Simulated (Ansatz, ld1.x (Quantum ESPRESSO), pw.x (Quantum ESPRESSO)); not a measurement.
**From atom to crystal: PAW potential for Nd (Z = 60)**

Nd, PAW, made with ld1.x (Quantum ESPRESSO) 7.5 (PBE, scalar-relativistic). Core [Kr] 4d10, reference 4f4 5s2 5p6 5d0.5 6s1.5 6p0. Waves: 5s (bound): rcut 2.40, rcutus 2.70 bohr; 6s (bound): rcut 2.40, rcutus 2.70 bohr; 5p (bound): rcut 2.50, rcutus 2.65 bohr; 6p (bound, empty): rcut 2.50, rcutus 2.65 bohr; 5d (bound): rcut 2.50, rcutus 3.25 bohr; 5d channel at 1.7 Ry: rcut 2.50, rcutus 3.25 bohr; 4f (bound): rcut 1.15, rcutus 1.60 bohr; 4f channel at 0.35 Ry: rcut 1.15, rcutus 1.60 bohr. Local part: all-electron potential smoothed inside 1.20 bohr (lloc = -2). Core correction: none. Augmentation charge: PSQ, inside the norm-conserving radii.

Atomic tests: configuration tests: test run stopped at test 4 of 7 (negative rho); lowest eigenvalue of the overlap operator: -0.17 (p channel); it is negative, so in a basis up to 400 Ry S is not positive definite; density cutoff estimated by the generator: 416 Ry.

Crystal test: fcc Nd in pw.x 7.5, no spin, 12³ k-points, Fermi–Dirac smearing 0.01 Ry, cutoffs 100/800 Ry. The lattice is a test structure that the element need not adopt, and mesh and smearing are coarse. Spin polarisation and strong correlation are left out, which matters for this element.

pw.x input:

```
&control
  calculation='scf', prefix='x', pseudo_dir='./', outdir='./tmp', tstress=.true., disk_io='none'
/
&system
  ibrav=0, nat=1, ntyp=1, ecutwfc=100, ecutrho=800, nbnd=15,
  occupations='smearing', smearing='fd', degauss=0.01
/
&electrons
  conv_thr=1e-09, mixing_beta=0.4, electron_maxstep=70
/
ATOMIC_SPECIES
Nd 1.0 Nd.UPF
CELL_PARAMETERS angstrom
  0.00000000 2.29845517 2.29845517
  2.29845517 0.00000000 2.29845517
  2.29845517 2.29845517 0.00000000
ATOMIC_POSITIONS crystal
Nd 0.0000 0.0000 0.0000
K_POINTS automatic
12 12 12 0 0 0
```

```bash
pw.x < Nd.scf.in > Nd.scf.out
```

Question: How does the run end?

Answer: Failed (cdiaghg: S matrix not positive definite). The atomic test gives a lowest overlap eigenvalue of -0.17 in the p channel. The largest radius (3.25 bohr) exceeds half the bond length (3.07 bohr), so the spheres overlap, which is one possible source of error among others. The ghost test of this file was not conclusive. Its overlap operator is not positive definite. Atomic configuration tests: test run stopped at test 4 of 7 (negative rho). The log shows:

```
Message from routine setup:
     using ibrav=0 with symmetry is DISCOURAGED, use correct ibrav instead
     lattice parameter (alat)  =       6.1426  a.u.
     unit-cell volume          =     163.8833 (a.u.)^3
     number of electrons       =        14.00
     number of Kohn-Sham states=           15
     kinetic-energy cutoff     =     100.0000  Ry
     charge density cutoff     =     800.0000  Ry
     scf convergence threshold =      1.0E-09
     Exchange-correlation= SLA  PW   PBX  PBC
     number of k points=    72  Fermi-Dirac smearing, width (Ry)=  0.0100
     iteration #  1     ecut=   100.00 Ry     beta= 0.40
     total energy              =    -535.07874367 Ry
     estimated scf accuracy    <       5.40837668 Ry
     iteration #  2     ecut=   100.00 Ry     beta= 0.40
     Error in routine cdiaghg (59):
     S matrix not positive definite
```
